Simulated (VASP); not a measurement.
Runs of VASP 6.6.1 on CdTe. The cell holds a sheet with vacuum, 2 atoms: a = 3.038 Å, b = 3.038 Å, c = 31.570 Å, α = 90.00°, β = 90.00°, γ = 90.00°. The cell was built by a generator and needn't be a form met in nature.

| task | level | potentials or basis | spin | cell | k mesh | cutoff (eV) | smearing | atoms held fixed (from 0) | grid for exact exchange (PRECFOCK) | screening parameter | mesh quality | gap on the mesh (eV) | largest force (eV/Å) |
| --- | --- | --- | --- | --- | --- | --- | --- | --- | --- | --- | --- | --- | --- |
| relaxation of the atoms | PBE | VASP PAW PBE potentials, release 64 (Cd, Te) | off | atoms relaxed | 9 × 9 × 1 | 520 | gaussian 0.05 eV | [0] | - | - | not flagged | none | - |
| relaxation of the atoms | PBE+D4 | VASP PAW PBE potentials, release 64 (Cd, Te) | off | atoms relaxed | 9 × 9 × 1 | 520 | gaussian 0.05 eV | [0] | - | - | not flagged | none | - |
| relaxation of the atoms | HSE06+TS | VASP PAW PBE potentials, release 64 (Cd, Te) | off | atoms relaxed | 5 × 5 × 1 | 520 | fermi-dirac 0.05 eV | - | Fast | 0.2 1/A | coarse | none | - |
| work function | PBE | VASP PAW PBE potentials, release 64 (Cd, Te) | off | as given | 9 × 9 × 1 | 520 | gaussian 0.05 eV | - | - | - | not flagged | none | 0.10 |
| single point | PBE | VASP PAW PBE potentials, release 64 (Cd, Te) | off | as given | 9 × 9 × 1 | 520 | fermi-dirac 0.05 eV | - | - | - | not flagged | none | (a) |

Task: Estimate the missing entries.

Result: (a) 0.11.

Caveats: some runs use coarse meshes; atom-pairwise D2, TS and ULG terms overbind metals (some runs); the PAW data sets were made with another functional, which shifts forces and pressure a little (some runs).

A k mesh can miss the band edges, and the runs leave out spin-orbit coupling on Cd, Te.

A gap of «none» marks a metal or a gap under the smearing width.
